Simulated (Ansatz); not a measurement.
# C: the cost of one run

Program: Ansatz 0.2.0. Level of theory: DFT PBE, scalar-relativistic, plane waves, PAW. These are calculated values, not measurements.

### Step 1. Starting point

The structure is hexagonal, space group P6_522 (No. 179). Conventional cell: a = 4.191 Å, b = 4.191 Å, c = 3.797 Å, α = 90.00°, β = 90.00°, γ = 120.00°. Around C (site symmetry 1) lie 4 C at 1.49 to 1.55 Å.

Coordinates:

```xyz
12
Lattice="4.1914 0.0000 0.0000 -2.0957 3.6299 0.0000 0.0000 0.0000 3.7967" Properties=species:S:1:pos:R:3 pbc="T T T"
C     0.9149    1.0777    2.4656
C     2.8007    0.2535    1.2000
C     2.5715    2.2987    3.7312
C     1.1808    2.5522    0.5673
C    -0.7050    3.3764    3.0984
C    -0.4758    1.3312    1.8328
C    -1.1808    2.5522    1.3311
C     0.4758    1.3312    0.0655
C     0.7050    3.3764    2.5967
C     3.2765    1.0777    3.2295
C     1.6199    2.2987    1.9639
C     1.3907    0.2535    0.6983
```

A structure generator made this guess: 4-connected net of one element (P6_522, No. 179). The dimensions are guesses.

### Step 2. Probe: one point on a coarse mesh

Input file input.yaml:

```yaml
crystal:
  lattice:
    - [4.19141232, 0.0, 0.0]
    - [-2.09570616, 3.62986955, 0.0]
    - [0.0, 0.0, 3.7967124]
  atoms:
    - { symbol: C, position: [0.36672977, 0.29688742, 0.64940799] }
    - { symbol: C, position: [0.70311258, 0.06984235, 0.31607466] }
    - { symbol: C, position: [0.93015765, 0.63327023, 0.98274133] }
    - { symbol: C, position: [0.63327023, 0.70311258, 0.14940799] }
    - { symbol: C, position: [0.29688742, 0.93015765, 0.81607466] }
    - { symbol: C, position: [0.06984235, 0.36672977, 0.48274133] }
    - { symbol: C, position: [0.06984235, 0.70311258, 0.35059201] }
    - { symbol: C, position: [0.29688742, 0.36672977, 0.01725867] }
    - { symbol: C, position: [0.63327023, 0.93015765, 0.68392534] }
    - { symbol: C, position: [0.93015765, 0.29688742, 0.85059201] }
    - { symbol: C, position: [0.70311258, 0.63327023, 0.51725867] }
    - { symbol: C, position: [0.36672977, 0.06984235, 0.18392534] }
basis:
  ecutwfc: 420
kpoints:
  mp_grid: { grid: [6, 6, 4] }
hamiltonian:
  xc: pbe
scf:
  occupations: { method: gaussian, width: 0.1 }
  lower_state_search: "off"
output:
  forces: true
  stress: true
  eigenvalues: true
```

Run with:

```console
> ansatz run input.yaml --threads 1 --pin off --max-ram 2560MiB --backend cpu --events-out ev --progress --plain --runs-dir out
```

Q: Estimate wall time and peak memory on 1 thread of Arm Neoverse V2, shared host.

About 3.3 s, with a peak of 0.27 GiB.
